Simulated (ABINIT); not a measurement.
The system is ZrC.

```
CELL_PARAMETERS angstrom
0.00000 2.36500 2.36500
2.36500 0.00000 2.36500
2.36500 2.36500 0.00000
ATOMIC_POSITIONS crystal
Zr 0.50000 0.50000 0.50000
C 0.00000 0.00000 0.00000
```

Base run:

* Program: ABINIT 10.8.3 (patched build)
* Functional: BP86
* Potentials or basis: JTH PAW PBE v2.0
* Cutoff: 517 eV
* k mesh: 10 × 10 × 10
* Occupations: fermi-dirac, width 0.05 eV
* Spin: no spin polarisation

Its results: band gap on the k mesh none (metal or under the smearing width); pressure -2.2 GPa.

**Question.** After a change of settings the same cell gave: band gap on the k mesh none (metal or under the smearing width); pressure -7.9 GPa. Which change was it?
A. functional from BP86 to RPBE; spin from no spin polarisation to spin-orbit coupling, no magnetisation
B. functional from BP86 to AM05
C. functional from BP86 to PBE
D. functional from BP86 to WC

**Answer.** D.

Caveats: the PAW data sets were made with another functional, which shifts forces and pressure a little.
